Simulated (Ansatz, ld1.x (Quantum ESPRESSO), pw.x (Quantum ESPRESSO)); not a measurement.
# lithium: one change to the TM potential, in the atom and in the fcc crystal

```
Element                 : Li (Z = 3)
Generator               : ld1.x (Quantum ESPRESSO) 7.5
Type                    : norm-conserving Troullier–Martins (Kleinman–Bylander form)
Functional              : PBE
Relativity              : scalar-relativistic
Frozen core             : [He]
Valence charge          : 1
Reference configuration : 2s1 2p0
Partial waves           : 2p (bound, empty): rc 4.20 bohr; 3d channel at -0.2 Ry: rc 3.60 bohr; 2s (bound): rc 2.35 bohr
Local potential         : the s channel
Core correction         : none
```

Change: all radii scaled by about 0.89 (s 2.08, p 3.74, d 3.20 bohr).

Cutoffs, loose and tight: the cutoffs (Ry, on a coarse ladder) from which the occupation-weighted sum of valence levels, in a spherical-Bessel basis at the reference potential, stays within 10 and 1 mRy of its value at 400 Ry. They do not see the model core or the augmentation charge, which bear on the density cutoff. Test errors are all-electron minus pseudo excitation energies from the reference, over the configurations 2s0.5 2p0; 2s0 2p1; variants that change the core or the reference have their own tests.

Crystal test: fcc Li in pw.x 7.5, no spin, 13³ k-points, Fermi–Dirac smearing 0.01 Ry, cutoffs set for each file from its atomic test. The reference is all-electron LAPW (Ansatz 0.2.0) with the same functional, mesh and smearing; V0 and B0 come from Birch–Murnaghan fits to the pressures at five volumes. Errors are pseudo minus all-electron; Δ is the rms difference of the E(V) curves that follow from these fits, minima aligned, over ±6 % about the mean V0. Mesh and smearing are coarse, so the numbers serve the comparison and aren't converged zero-temperature values; the lattice is a test structure that the element need not adopt.

All-electron: a0 = 4.329 Å (V0 = 20.28 Å³/atom), B0 = 13.7 GPa.

**Question.** Does the change bring the crystal closer to the all-electron result?

**Answer.** The mean pressure error goes from -0.88 to -0.76 GPa, so the change moves the solid closer to the all-electron pressures. Neither pressure curve crosses zero within the volumes sampled, so no fits are given.

```json
{"quantity": "outcome (atom)", "base": "generated", "changed": "generated"}
{"quantity": "cutoff, loose (atom)", "base": "6 Ry", "changed": "6 Ry"}
{"quantity": "cutoff, tight (atom)", "base": "6 Ry", "changed": "6 Ry"}
{"quantity": "bound ghosts (atom)", "base": "none", "changed": "none"}
{"quantity": "largest test error (meV) (atom)", "base": "+4.9", "changed": "+4.9"}
{"quantity": "cutoffs in pw.x (Ry)", "base": "35/140", "changed": "35/140"}
{"quantity": "mean pressure error (GPa)", "base": "-0.88", "changed": "-0.76"}
```

Base: The largest radius (4.20 bohr) exceeds half the bond length (2.90 bohr), so the spheres overlap, which is one possible source of error among others. This is a poor potential for the solid. Changed file: The largest radius (3.74 bohr) exceeds half the bond length (2.90 bohr), so the spheres overlap, which is one possible source of error among others. This is a poor potential for the solid. The atomic cutoffs weigh occupied waves only.
